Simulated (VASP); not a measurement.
# MoP (P-6m2) in VASP: a series of runs

Runs on MoP. Level: LDA. Tasks: relaxation of shape and atoms at fixed volume.

All numbers are computed with VASP 6.6.1; they aren't measurements. Logs are shortened: lines on timing, memory, paths and dates and some standing lists are left out, and cuts for length are marked.

**1. The crystal as given**

It takes space group P-6m2 (No. 187, hexagonal). Conventional cell: a = 3.194 Å, b = 3.194 Å, c = 3.158 Å, α = 90.00°, β = 90.00°, γ = 120.00°. Around Mo (site symmetry -6m2) lie 6 P at 2.43 Å. P (site symmetry -6m2) has 6 Mo at 2.43 Å as nearest neighbours.

**2. Relaxation of shape and atoms at fixed volume, LDA**

INCAR

```
PREC = Accurate
ENCUT = 600
EDIFF = 1E-7
ISMEAR = 1
SIGMA = 0.1
LREAL = F
LASPH = T
NELM = 80
ALGO = Fast
ISIF = 4
LWAVE = F
LCHARG = F
IBRION = 2
NSW = 40
EDIFFG = -0.01
```

KPOINTS

```
regular mesh
0
Gamma
  15 15 11
```

POSCAR

```
MoP                                     
1.0
    3.1943463136      0.0000000000     -0.0000000000
   -1.5971731568      2.7663850561      0.0000000000
   -0.0000000000      0.0000000000      3.1578415092
  Mo              P             
     1     1
Direct
     0.0000000000000000    0.0000000000000000    1.0000000000000000
     0.3333333332999970    0.6666666667000030    0.5000000000000000
```

Potentials or basis: VASP PAW LDA potentials, release 64 (Mo_sv, P).

Command:

```bash
$ cat potpaw_LDA.64/Mo_sv/POTCAR potpaw_LDA.64/P/POTCAR > POTCAR
$ mpirun -np 1 vasp_std > vasp.out
```

OUTCAR:

```text
PREC = Accurate
   ENCUT = 600
   EDIFF = 1E-7
   ISMEAR = 1
   LREAL = F
   LASPH = T
   NELM = 80
   ISIF = 4
   IBRION = 2
   NSW = 40
   EDIFFG = -0.01

 ion  position               nearest neighbor table
   1  0.000  0.000  0.000-   2 2.43   2 2.43   2 2.43   2 2.43   2 2.43   2 2.43
   2  0.333  0.667  0.500-   1 2.43   1 2.43   1 2.43   1 2.43   1 2.43   1 2.43

  LATTYP: Found a hexagonal cell.
 ALAT       =     3.1943463136
 C/A-ratio  =     0.9885720580

  Lattice vectors:

 A1 = (   3.1943463136,   0.0000000000,   0.0000000000)
 A2 = (  -1.5971731568,   2.7663850561,   0.0000000000)
 A3 = (   0.0000000000,   0.0000000000,   3.1578415092)

Analysis of symmetry for initial positions (statically):
=====================================================================
 Subroutine PRICEL returns:
 Original cell was already a primitive cell.

 Routine SETGRP: Setting up the symmetry group for a
 hexagonal supercell.

 Subroutine GETGRP returns: Found 12 space group operations
 (whereof 12 operations were pure point group operations)
 out of a pool of 24 trial point group operations.

The static configuration has the point symmetry D_3h.

Analysis of symmetry for dynamics (positions and initial velocities):
=====================================================================
 Subroutine PRICEL returns:
 Original cell was already a primitive cell.

 Routine SETGRP: Setting up the symmetry group for a
 hexagonal supercell.

 Subroutine GETGRP returns: Found 12 space group operations
 (whereof 12 operations were pure point group operations)
 out of a pool of 24 trial point group operations.

The dynamic configuration has the point symmetry D_3h.

 Subroutine INISYM returns: Found 12 space group operations
 (whereof 12 operations are pure point group operations),
 and found     1 'primitive' translations

----------------------------------------------------------------------------------------

                                     Primitive cell

  volume of cell :      27.9052

  direct lattice vectors                    reciprocal lattice vectors
     3.194346314  0.000000000  0.000000000     0.313053095  0.180741289  0.000000000
    -1.597173157  2.766385056  0.000000000     0.000000000  0.361482577  0.000000000
     0.000000000  0.000000000  3.157841509     0.000000000  0.000000000  0.316672004

  length of vectors
     3.194346314  3.194346314  3.157841509     0.361482577  0.361482577  0.316672004

  position of ions in fractional coordinates (direct lattice)
     0.000000000  0.000000000  0.000000000
     0.333333333  0.666666667  0.500000000

  ion indices of the primitive-cell ions
   primitive index   ion index
                 1           1
                 2           2

----------------------------------------------------------------------------------------

 KPOINTS: regular mesh

Automatic generation of k-mesh.
 Grid dimensions read from file:
 generate k-points for:   15   15   11

 Generating k-lattice:

  Cartesian coordinates                     Fractional coordinates (reciprocal lattice)
     0.020870206  0.012049419  0.000000000     0.066666667  0.000000000  0.000000000
     0.000000000  0.024098838  0.000000000     0.000000000  0.066666667  0.000000000
     0.000000000  0.000000000  0.028788364     0.000000000  0.000000000  0.090909091

  Length of vectors
     0.024098838  0.024098838  0.028788364

  Shift w.r.t. Gamma in fractional coordinates (k-lattice)
     0.000000000  0.000000000  0.000000000

 Subroutine IBZKPT returns following result:
 ===========================================

 Found    162 irreducible k-points:

 Following reciprocal coordinates:
            Coordinates               Weight
  0.000000  0.000000  0.000000      1.000000
  0.066667  0.000000  0.000000      6.000000
  0.133333  0.000000  0.000000      6.000000
  0.200000  0.000000  0.000000      6.000000
  0.266667  0.000000  0.000000      6.000000
  0.333333  0.000000  0.000000      6.000000
[... 16 lines left out ...]
  0.333333  0.200000  0.000000     12.000000
  0.400000  0.200000  0.000000      6.000000
 [... further k-points ...]
   k-points           NKPTS =    162   k-points in BZ     NKDIM =    162   number of bands    NBANDS=     13
   number of dos      NEDOS =    301   number of ions     NIONS =      2
   total plane-waves  NPLWV =  21952
   dimension x,y,z NGX =    28 NGY =   28 NGZ =   28
   dimension x,y,z NGXF=    56 NGYF=   56 NGZF=   56
   ions per type =               1   1
   NGX,Y,Z   is equivalent  to a cutoff of  14.57, 14.57, 14.74 a.u.
   NGXF,Y,Z  is equivalent  to a cutoff of  29.14, 29.14, 29.48 a.u.
 SYSTEM =  unknown system
   PREC   = accura    normal or accurate (medium, high low for compatibility)
   ISTART =      0    job   : 0-new  1-cont  2-samecut
   ICHARG =      2    charge: 1-file 2-atom 10-const
   ISPIN  =      1    spin polarized calculation?
   LNONCOLLINEAR =      F non collinear calculations
   LSORBIT =      F    spin-orbit coupling
   LASPH  =      T    aspherical Exc in radial PAW
   ENCUT  =  600.0 eV  44.10 Ry    6.64 a.u.   6.38  6.38  6.31*2*pi/ulx,y,z
   NELM   =     80;   NELMIN=  2; NELMDL= -5     # of ELM steps
   EDIFF  = 0.1E-06   stopping-criterion for ELM
   LREAL  =      F    real-space projection
   EDIFFG = -.1E-01   stopping-criterion for IOM
   NSW    =     40    number of steps for IOM
   IBRION =      2    ionic relax: 0-MD 1-quasi-New 2-CG
   NFREE  =      1    steps in history (QN), initial steepest desc. (CG)
   ISIF   =      4    stress and relaxation
   ISYM   =      2    0-nonsym 1-usesym 2-fastsym
   POTIM  = 0.5000    time-step for ionic-motion
   TEBEG  =    0.0;   TEEND  =   0.0 temperature during run
   PSTRESS=    0.0 pullay stress
   NELECT =      19.0000    total number of electrons
   NUPDOWN=      -1.0000    fix difference up-down
   EMIN   =  10.00;   EMAX   =-10.00  energy-range for DOS
   EFERMI =   0.00;   METHOD = LEGACY
   ISMEAR =     1;   SIGMA  =   0.10  broadening in eV -4-tet -1-fermi 0-gaus
   EFERMI_NEDOS =   21; number of points for ismear=-14 and -15
   IALGO  =     68    algorithm
   IMIX   =      4    mixing-type and parameters
     AMIX     =   0.40;   BMIX     =  1.00
     AMIX_MAG =   1.60;   BMIX_MAG =  1.00
  volume/ion in A,a.u.               =      13.95        94.16
  Fermi-wavevector in a.u.,A,eV,Ry     =   1.440227  2.721635 28.221949  2.074255
  Thomas-Fermi vector in A             =   2.558995
   LORBIT       =      0    0 simple, 1 ext, 2 COOP (PROOUT), +10 PAW based schemes
   GGA     = CA    functional components
   LHFCALC =     F    Hartree Fock is set to
   AEXX    =    0.0000 exact exchange contribution
   IVDW    =     0    specifies the selected vdW correction
   LEPSILON=     F    determine dielectric tensor
   LRPA    =     F    only Hartree local field effects (RPA)
 conjugate gradient relaxation of ions
 non-spin polarized calculation
 RMM-DIIS sequential band-by-band and
 Methfessel and Paxton  Order N= 1 SIGMA  =   0.10
  energy-cutoff  :      600.00
  volume of cell :       27.91
 maximum number of plane-waves:       945
 NGX is ok and might be reduce to    28
   NGX = 13   NGY = 13   NGZ = 13

 number of electron      19.0000000 magnetization

 Free energy of the ion-electron system (eV)
  ---------------------------------------------------
  ext. energy  EPLUGINS =         0.00000000
  ---------------------------------------------------
  free energy    TOTEN  =       -19.71890833 eV

  energy without entropy =      -19.71842193  energy(sigma->0) =      -19.71874620

 E-fermi :  12.2894     XC(G=0): -12.8967

 val. band max:       12.2888185227   @ k =   0.2000   0.0000   0.0000
 cond. band min:      12.2914385317   @ k =   0.4000   0.0000   0.0909
 fundamental gap:      0.0026200090
 Fermi energy:        12.2894033854

 k-point     1 :       0.0000    0.0000    0.0000
  band No.  band energies     occupation
      1     -48.5544      2.00000
      2     -22.9068      2.00000
      3     -22.6821      2.00000
      4     -22.6821      2.00000
      5      -1.7975      2.00000
      6       7.8783      2.00000
      7       8.8471      2.00000
      8       8.8471      2.00000
      9      11.6173      2.00000
     10      12.5617     -0.00081
     11      12.5617     -0.00081
     12      16.5146      0.00000
     13      16.5147      0.00000

 k-point     2 :       0.0667    0.0000    0.0000
  band No.  band energies     occupation
      1     -48.5528      2.00000
      2     -22.9045      2.00000
      3     -22.6994      2.00000
      4     -22.6860      2.00000
      5      -1.7124      2.00000
      6       7.8507      2.00000
      7       8.7557      2.00000
      8       8.9218      2.00000
      9      11.0868      2.00000
     10      12.5262     -0.00409
     11      13.1562     -0.00000
     12      16.1451      0.00000
     13      16.3434      0.00000

 k-point     3 :       0.1333    0.0000    0.0000
  band No.  band energies     occupation
      1     -48.5481      2.00000
      2     -22.8981      2.00000
      3     -22.7480      2.00000
      4     -22.6971      2.00000
      5      -1.4631      2.00000
      6       7.6339      2.00000
      7       8.6625      2.00000
      8       9.1392      2.00000
      9      10.3425      2.00000
     10      12.4280     -0.06452
     11      14.0800     -0.00000
     12      15.3346      0.00000
     13      15.9292      0.00000

 k-point     4 :       0.2000    0.0000    0.0000
  band No.  band energies     occupation
      1     -48.5412      2.00000
      2     -22.8887      2.00000
      3     -22.8189      2.00000
      4     -22.7132      2.00000
      5      -1.0689      2.00000
      6       7.1293      2.00000
      7       8.7305      2.00000
      8       9.4776      2.00000
      9       9.6727      2.00000
     10      12.2888      1.00990
     11      14.5152      0.00000
     12      15.0041      0.00000
     13      15.4329      0.00000

 k-point     5 :       0.2667    0.0000    0.0000
  band No.  band energies     occupation
      1     -48.5332      2.00000
      2     -22.8992      2.00000
      3     -22.8779      2.00000
      4     -22.7317      2.00000
      5      -0.5628      2.00000
      6       6.4963      2.00000
      7       8.7912      2.00000
      8       9.1163      2.00000
      9       9.8990      2.00000
     10      12.1361      2.05236
     11      13.9936     -0.00000
     12      14.9541      0.00000
     13      15.8235      0.00000
[... 257 lines left out ...]
 k-point    22 :       0.2667    0.2000    0.0000
  band No.  band energies     occupation
      1     -48.5181      2.00000
      2     -22.9947      2.00000
      3     -22.8573      2.00000
      4     -22.8222      2.00000
      5       0.6437      2.00000
      6       5.6093      2.00000
      7       8.0592      2.00000
      8       8.5232      2.00000
      9      10.8257      2.00000
     10      11.2812      2.00000
     11      13.1083     -0.00000
     12      14.5305      0.00000
     13      17.8870      0.00000

 k-point    23 :       0.3333    0.2000    0.0000
  band No.  band energies     occupation
      1     -48.5143      2.00000
      2     -23.0173      2.00000
      3     -22.8521      2.00000
      4     -22.8461      2.00000
      5       1.0472      2.00000
      6       5.3465      2.00000
      7       7.6939      2.00000
      8       8.4041      2.00000
      9      11.0926      2.00000
     10      11.2759      2.00000
     11      13.0634     -0.00000
     12      14.2216     -0.00000
     13      18.3622      0.00000

 k-point    24 :       0.4000    0.2000    0.0000
  band No.  band energies     occupation
      1     -48.5129      2.00000
      2     -23.0250      2.00000
      3     -22.8549      2.00000
      4     -22.8502      2.00000
      5       1.2075      2.00000
      6       5.2437      2.00000
      7       7.5518      2.00000
      8       8.3649      2.00000
      9      11.0260      2.00000
     10      11.4552      2.00000
     11      13.1578     -0.00000
     12      13.9722     -0.00000
     13      18.5256      0.00000

 [... further k-points ...]
[... 5 lines left out ...]
  --------------------------------------------------------------------------------------
  -------------------------------------------------------------------------------------
  Total        0.0006630      0.0006630     -0.0069459      0.0000000     -0.0000000      0.0000000
  in kB        0.0380655      0.0380655     -0.3988008      0.0000000     -0.0000000      0.0000000
  external PRESSURE =      -0.1075566 kB  Pullay stress =       0.0000000 kB

 VOLUME and BASIS-vectors are now :
 -----------------------------------------------------------------------------
  energy-cutoff  :      600.00
  volume of cell :       27.91
      direct lattice vectors                 reciprocal lattice vectors
     3.194346314  0.000000000  0.000000000     0.313053095  0.180741289  0.000000000
    -1.597173157  2.766385056  0.000000000     0.000000000  0.361482577  0.000000000
     0.000000000  0.000000000  3.157841509     0.000000000  0.000000000  0.316672004

 POSITION                                       TOTAL-FORCE (eV/Angst)
 -----------------------------------------------------------------------------------
      0.00000      0.00000      0.00000         0.000000      0.000000      0.000000
     -0.00000      1.84426      1.57892        -0.000000      0.000000      0.000000
 -----------------------------------------------------------------------------------
    total drift:                                0.000000     -0.000000      0.000000

  FREE ENERGIE OF THE ION-ELECTRON SYSTEM (eV)
  ---------------------------------------------------
  free  energy   TOTEN  =       -19.7189083337 eV

  energy  without entropy=      -19.7184219304  energy(sigma->0) =      -19.71874620

 reached required accuracy - stopping structural energy minimisation
```

Run time: 96 s. Hardware: 1 thread of Intel Xeon Platinum 8175M at 2.50GHz (Skylake/Cascade Lake), shared host; peak memory 0.2 GiB.

Results:

```yaml
Free_energy: -19.7189 eV
Pressure_after_relaxing: 0.0 GPa
Band_gap_on_the_k_mesh: none (metal or under the smearing width)
```

Final structure:
```yaml
crystal:
  lattice:
    - [3.19435, 0.00000, 0.00000]
    - [-1.59717, 2.76639, 0.00000]
    - [0.00000, 0.00000, 3.15784]
  atoms:
    - { symbol: Mo, position: [0.00000, 0.00000, 0.00000] }
    - { symbol: P, position: [0.33333, 0.66667, 0.50000] }
```

Caveat: the relaxation stopped at its first step, so nothing moved.

[end of part 1 of 2]
